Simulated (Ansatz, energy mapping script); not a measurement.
**MnHO2 monolayer: exchange couplings from total energies (strain in the plane to area × 1.03)**

Aim: the exchange couplings of MnHO2 monolayer from the energies of a few collinear orders, and the ordering temperature that they give.

Calculated with Ansatz 0.2.0; PBE with U = 2.8 eV on Mn d, ortho-atomic projectors; plane waves, U on orthogonalised atomic orbitals unless named otherwise, collinear spin, no spin–orbit coupling.

Report form: the programs' logs are mostly left out.

## (1) The structure

The cell holds 4 atoms: 1 Mn, 2 O and 1 H. Its edges and angles: a = 3.224 Å, b = 2.931 Å, c = 18.055 Å, α = 90.0°, β = 90.0°, γ = 117.0°. It derives from MnHO2. one layer cut from the bulk crystal, unrelaxed, 15 A of vacuum. Vacuum lies along c.

The cell comes from a database of computed structures, and need not be the one that the compound takes in experiment.

This cell differs from the given one by: strain in the plane to area × 1.03. Atoms follow the cell and are not relaxed.

A Hubbard U penalises fractional filling of the shell. It raises the cost of virtual hops to the neighbours, so couplings that rest on such hops usually weaken.

## (2) Seed run in the crystal's own cell

A corrected shell can settle in several orbital fillings. One parallel run, with an occupation width a fifth wider than the orders use, therefore is to supply the occupation matrices. All orders start from them.

File input.yaml:

```yaml
crystal:
  lattice:
    - [3.2241505357, 5.89e-08, 0.0]
    - [-1.3323707608, 2.6108074712, 0.0]
    - [0.0, 0.0, 18.054585]
  atoms:
    - { symbol: Mn, position: [0.053683, 0.026841, 0.531876], spin: 4.5 }
    - { symbol: O, position: [0.779624, 0.3898115, 0.472568] }
    - { symbol: O, position: [0.336483, 0.668241, 0.584593] }
    - { symbol: H, position: [0.806098, 0.4030485, 0.415407] }
magnetization:
  spin_polarized: true
kpoints:
  mp_grid: { grid: [10, 10, 1] }
hamiltonian:
  xc: pbe
  hubbard:
    sites: [{ species: Mn, l: d, u_eff: 2.8 }]
    projectors: ortho-atomic
scf:
  occupations: { method: fermi_dirac, width: 0.048 }
output:
  eigenvalues: true
```

Run with:

```console
ansatz run input.yaml --threads 4 --pin off --max-ram 8192MiB --backend cpu --events-out ev --progress --plain --runs-dir out
```

The job ended after 10 s (4 threads of Arm Neoverse V1, shared host; peak memory 0.49 GiB; 38 s of CPU time).

This step gave:

```
final state                       : ferromagnetic
electrons in the corrected shells : 5.175 e
largest moment                    : 3.353 μB
```

## (3) Run 1 (parallel; cell A, 8 atoms)

Each cell gets its own parallel run on the same mesh, so that most of the mesh error cancels in the differences.

File input.yaml:

```yaml
crystal:
  lattice:
    - [3.2241505357, 5.89e-08, 0.0]
    - [-2.6647415216, 5.2216149424, 0.0]
    - [0.0, 0.0, 18.054585]
  atoms:
    - { symbol: Mn, position: [0.053683, 0.0134205, 0.531876], spin: 4.5 }
    - { symbol: Mn, position: [0.053683, 0.5134205, 0.531876], spin: 4.5 }
    - { symbol: O, position: [0.779624, 0.19490575, 0.472568] }
    - { symbol: O, position: [0.779624, 0.69490575, 0.472568] }
    - { symbol: O, position: [0.336483, 0.3341205, 0.584593] }
    - { symbol: O, position: [0.336483, 0.8341205, 0.584593] }
    - { symbol: H, position: [0.806098, 0.20152425, 0.415407] }
    - { symbol: H, position: [0.806098, 0.70152425, 0.415407] }
magnetization:
  spin_polarized: true
kpoints:
  mp_grid: { grid: [9, 5, 1] }
hamiltonian:
  xc: pbe
  hubbard:
    sites:
      - { species: Mn, l: d, u_eff: 2.8 }
      - { site: 0, l: d, u_eff: 2.8, starting_ns: [{ spin: up, occupation_matrix: mn1_major }, { spin: down, occupation_matrix: mn1_minor }] }
      - { site: 1, l: d, u_eff: 2.8, starting_ns: [{ spin: up, occupation_matrix: mn1_major }, { spin: down, occupation_matrix: mn1_minor }] }
    projectors: ortho-atomic
    occupation_matrices:
      mn1_major:
        matrix:
          - [0.995, -0.001, -0.001, -0.002, -0.003]
          - [-0.001, 0.929, 0.108, 0.075, -0.062]
          - [-0.001, 0.108, 0.773, -0.156, 0.109]
          - [-0.002, 0.075, -0.156, 0.886, 0.073]
          - [-0.003, -0.062, 0.109, 0.073, 0.934]
      mn1_minor:
        matrix:
          - [0.076, -0.01, -0.005, 0.006, 0.008]
          - [-0.01, 0.123, -0.039, -0.019, 0.05]
          - [-0.005, -0.039, 0.179, 0.079, -0.039]
          - [0.006, -0.019, 0.079, 0.145, -0.015]
          - [0.008, 0.05, -0.039, -0.015, 0.135]
scf:
  occupations: { method: fermi_dirac, width: 0.04 }
output:
  eigenvalues: true
```

Run time: 20 s. Hardware: 4 threads; peak memory 0.89 GiB.

Spin moment in the sphere by atom:

| atom | spin moment in the sphere (μB) |
| --- | --- |
| Mn1 | 3.35 |
| Mn2 | 3.35 |
| O3 | 0.01 |
| O4 | 0.01 |
| O5 | -0.03 |
| O6 | -0.03 |
| H7 | 0.01 |
| H8 | 0.01 |

The run ends ferromagnetic.

## (4) Compensated +− start in cell A (8 atoms)

This order reverses 2 of the 2 neighbours at 2.93 Å, 2 of the 4 neighbours at 3.22 Å and 2 of the 4 neighbours at 5.25 Å, counted for an average magnetic atom.

input.yaml: that of step 3 with these lines changed.

```diff
@@ -7,3 +7,3 @@
     - { symbol: Mn, position: [0.053683, 0.0134205, 0.531876], spin: 4.5 }
-    - { symbol: Mn, position: [0.053683, 0.5134205, 0.531876], spin: 4.5 }
+    - { symbol: Mn, position: [0.053683, 0.5134205, 0.531876], spin: -4.5 }
     - { symbol: O, position: [0.779624, 0.19490575, 0.472568] }
@@ -24,3 +24,3 @@
       - { site: 0, l: d, u_eff: 2.8, starting_ns: [{ spin: up, occupation_matrix: mn1_major }, { spin: down, occupation_matrix: mn1_minor }] }
-      - { site: 1, l: d, u_eff: 2.8, starting_ns: [{ spin: up, occupation_matrix: mn1_major }, { spin: down, occupation_matrix: mn1_minor }] }
+      - { site: 1, l: d, u_eff: 2.8, starting_ns: [{ spin: up, occupation_matrix: mn1_minor }, { spin: down, occupation_matrix: mn1_major }] }
     projectors: ortho-atomic
```

Wall time 10 s (4 threads); peak memory 0.87 GiB; 41 s of CPU time.

Spin moment in the sphere by atom:

| atom | spin moment in the sphere (μB) |
| --- | --- |
| Mn1 | 3.29 |
| Mn2 | -3.29 |
| O3 | 0.01 |
| O4 | -0.01 |
| O5 | -0.05 |
| O6 | 0.05 |
| H7 | 0.00 |
| H8 | 0.00 |

The run ends antiferromagnetic, 11.04 meV a magnetic atom below the parallel order of its cell.

## (5) Order 3: parallel, cell B of 8 atoms

The parallel order again, as the reference for this cell.

This run holds the same structure in another cell (a 3.224 → 6.448 Å, b 5.862 → 2.931 Å).

File input.yaml:

```yaml
crystal:
  lattice:
    - [6.4483010713, 1.177e-07, 0.0]
    - [-1.3323707608, 2.6108074712, 0.0]
    - [0.0, 0.0, 18.054585]
  atoms:
    - { symbol: Mn, position: [0.0268415, 0.026841, 0.531876], spin: 4.5 }
    - { symbol: Mn, position: [0.5268415, 0.026841, 0.531876], spin: 4.5 }
    - { symbol: O, position: [0.389812, 0.3898115, 0.472568] }
    - { symbol: O, position: [0.889812, 0.3898115, 0.472568] }
    - { symbol: O, position: [0.1682415, 0.668241, 0.584593] }
    - { symbol: O, position: [0.6682415, 0.668241, 0.584593] }
    - { symbol: H, position: [0.403049, 0.4030485, 0.415407] }
    - { symbol: H, position: [0.903049, 0.4030485, 0.415407] }
magnetization:
  spin_polarized: true
kpoints:
  mp_grid: { grid: [5, 10, 1] }
hamiltonian:
  xc: pbe
  hubbard:
    sites:
      - { species: Mn, l: d, u_eff: 2.8 }
      - { site: 0, l: d, u_eff: 2.8, starting_ns: [{ spin: up, occupation_matrix: mn1_major }, { spin: down, occupation_matrix: mn1_minor }] }
      - { site: 1, l: d, u_eff: 2.8, starting_ns: [{ spin: up, occupation_matrix: mn1_major }, { spin: down, occupation_matrix: mn1_minor }] }
    projectors: ortho-atomic
    occupation_matrices:
      mn1_major:
        matrix:
          - [0.995, -0.001, -0.001, -0.002, -0.003]
          - [-0.001, 0.929, 0.108, 0.075, -0.062]
          - [-0.001, 0.108, 0.773, -0.156, 0.109]
          - [-0.002, 0.075, -0.156, 0.886, 0.073]
          - [-0.003, -0.062, 0.109, 0.073, 0.934]
      mn1_minor:
        matrix:
          - [0.076, -0.01, -0.005, 0.006, 0.008]
          - [-0.01, 0.123, -0.039, -0.019, 0.05]
          - [-0.005, -0.039, 0.179, 0.079, -0.039]
          - [0.006, -0.019, 0.079, 0.145, -0.015]
          - [0.008, 0.05, -0.039, -0.015, 0.135]
scf:
  occupations: { method: fermi_dirac, width: 0.04 }
output:
  eigenvalues: true
```

The job ended after 23 s (4 threads; peak memory 0.93 GiB).

The run ends ferromagnetic. For each magnetic atom its energy differs from the parallel run of the first cell by 0.05 meV, an error that one common reference would have brought in.

## (6) Compensated +− start in cell B (8 atoms)

This order reverses 0 of the 2 neighbours at 2.93 Å, 4 of the 4 neighbours at 3.22 Å and 4 of the 4 neighbours at 5.25 Å, counted for an average magnetic atom.

input.yaml: that of step 5 with these lines changed.

```diff
@@ -7,3 +7,3 @@
     - { symbol: Mn, position: [0.0268415, 0.026841, 0.531876], spin: 4.5 }
-    - { symbol: Mn, position: [0.5268415, 0.026841, 0.531876], spin: 4.5 }
+    - { symbol: Mn, position: [0.5268415, 0.026841, 0.531876], spin: -4.5 }
     - { symbol: O, position: [0.389812, 0.3898115, 0.472568] }
@@ -24,3 +24,3 @@
       - { site: 0, l: d, u_eff: 2.8, starting_ns: [{ spin: up, occupation_matrix: mn1_major }, { spin: down, occupation_matrix: mn1_minor }] }
-      - { site: 1, l: d, u_eff: 2.8, starting_ns: [{ spin: up, occupation_matrix: mn1_major }, { spin: down, occupation_matrix: mn1_minor }] }
+      - { site: 1, l: d, u_eff: 2.8, starting_ns: [{ spin: up, occupation_matrix: mn1_minor }, { spin: down, occupation_matrix: mn1_major }] }
     projectors: ortho-atomic
```

Run time: 22 s. Hardware: 4 threads; peak memory 0.96 GiB.

The run ends antiferromagnetic, 11.84 meV a magnetic atom below the parallel order of its cell.

## (7) Parallel start in cell C (12 atoms)

A new cell needs its own zero of energy.

File input.yaml:

```yaml
crystal:
  lattice:
    - [3.2241505357, 5.89e-08, 0.0]
    - [-3.9971122824, 7.8324224135, 0.0]
    - [0.0, 0.0, 18.054585]
  atoms:
    - { symbol: Mn, position: [0.053683, 0.008947, 0.531876], spin: 4.5 }
    - { symbol: Mn, position: [0.053683, 0.342280333, 0.531876], spin: 4.5 }
    - { symbol: Mn, position: [0.053683, 0.675613667, 0.531876], spin: 4.5 }
    - { symbol: O, position: [0.779624, 0.129937167, 0.472568] }
    - { symbol: O, position: [0.779624, 0.4632705, 0.472568] }
    - { symbol: O, position: [0.779624, 0.796603833, 0.472568] }
    - { symbol: O, position: [0.336483, 0.222747, 0.584593] }
    - { symbol: O, position: [0.336483, 0.556080333, 0.584593] }
    - { symbol: O, position: [0.336483, 0.889413667, 0.584593] }
    - { symbol: H, position: [0.806098, 0.1343495, 0.415407] }
    - { symbol: H, position: [0.806098, 0.467682833, 0.415407] }
    - { symbol: H, position: [0.806098, 0.801016167, 0.415407] }
magnetization:
  spin_polarized: true
kpoints:
  mp_grid: { grid: [9, 4, 1] }
hamiltonian:
  xc: pbe
  hubbard:
    sites:
      - { species: Mn, l: d, u_eff: 2.8 }
      - { site: 0, l: d, u_eff: 2.8, starting_ns: [{ spin: up, occupation_matrix: mn1_major }, { spin: down, occupation_matrix: mn1_minor }] }
      - { site: 1, l: d, u_eff: 2.8, starting_ns: [{ spin: up, occupation_matrix: mn1_major }, { spin: down, occupation_matrix: mn1_minor }] }
      - { site: 2, l: d, u_eff: 2.8, starting_ns: [{ spin: up, occupation_matrix: mn1_major }, { spin: down, occupation_matrix: mn1_minor }] }
    projectors: ortho-atomic
    occupation_matrices:
      mn1_major:
        matrix:
          - [0.995, -0.001, -0.001, -0.002, -0.003]
          - [-0.001, 0.929, 0.108, 0.075, -0.062]
          - [-0.001, 0.108, 0.773, -0.156, 0.109]
          - [-0.002, 0.075, -0.156, 0.886, 0.073]
          - [-0.003, -0.062, 0.109, 0.073, 0.934]
      mn1_minor:
        matrix:
          - [0.076, -0.01, -0.005, 0.006, 0.008]
          - [-0.01, 0.123, -0.039, -0.019, 0.05]
          - [-0.005, -0.039, 0.179, 0.079, -0.039]
          - [0.006, -0.019, 0.079, 0.145, -0.015]
          - [0.008, 0.05, -0.039, -0.015, 0.135]
scf:
  occupations: { method: fermi_dirac, width: 0.04 }
output:
  eigenvalues: true
```

Wall time 39 s (4 threads); peak memory 1.4 GiB; 2.5 min of CPU time.

The run ends ferromagnetic. For each magnetic atom its energy differs from the parallel run of the first cell by -0.03 meV, an error that one common reference would have brought in.

## (8) Run 6 (uncompensated ++−; cell C, 12 atoms)

This order reverses 1.33 of the 2 neighbours at 2.93 Å, 1.33 of the 4 neighbours at 3.22 Å and 2.67 of the 4 neighbours at 5.25 Å, counted for an average magnetic atom.

input.yaml: that of step 7 with these lines changed.

```diff
@@ -8,3 +8,3 @@
     - { symbol: Mn, position: [0.053683, 0.342280333, 0.531876], spin: 4.5 }
-    - { symbol: Mn, position: [0.053683, 0.675613667, 0.531876], spin: 4.5 }
+    - { symbol: Mn, position: [0.053683, 0.675613667, 0.531876], spin: -4.5 }
     - { symbol: O, position: [0.779624, 0.129937167, 0.472568] }
@@ -29,3 +29,3 @@
       - { site: 1, l: d, u_eff: 2.8, starting_ns: [{ spin: up, occupation_matrix: mn1_major }, { spin: down, occupation_matrix: mn1_minor }] }
-      - { site: 2, l: d, u_eff: 2.8, starting_ns: [{ spin: up, occupation_matrix: mn1_major }, { spin: down, occupation_matrix: mn1_minor }] }
+      - { site: 2, l: d, u_eff: 2.8, starting_ns: [{ spin: up, occupation_matrix: mn1_minor }, { spin: down, occupation_matrix: mn1_major }] }
     projectors: ortho-atomic
```

It took 38 s on 4 threads; peak memory 1.4 GiB; 2.5 min of CPU time.

The run ends ferrimagnetic, 6.67 meV a magnetic atom below the parallel order of its cell.

(Part 1 of 2 ends here.)

[Logs and program files are shortened in this print: banners, set-up blocks, solver, clock and traceback lines can be left out without a mark of their own.]

[Logs are printed without paths, hosts, clocks, repeated set-up lines and the standing remarks that a program may print on its own settings, such as how far it seeks lower states.]

[Hosts, paths, dates, database ids (printed as entryN), source tags and the programs' standing remarks are cut or masked in the printed files.]

[Where a cell is said to come from a database of computed structures, the database is the Materials Project.]
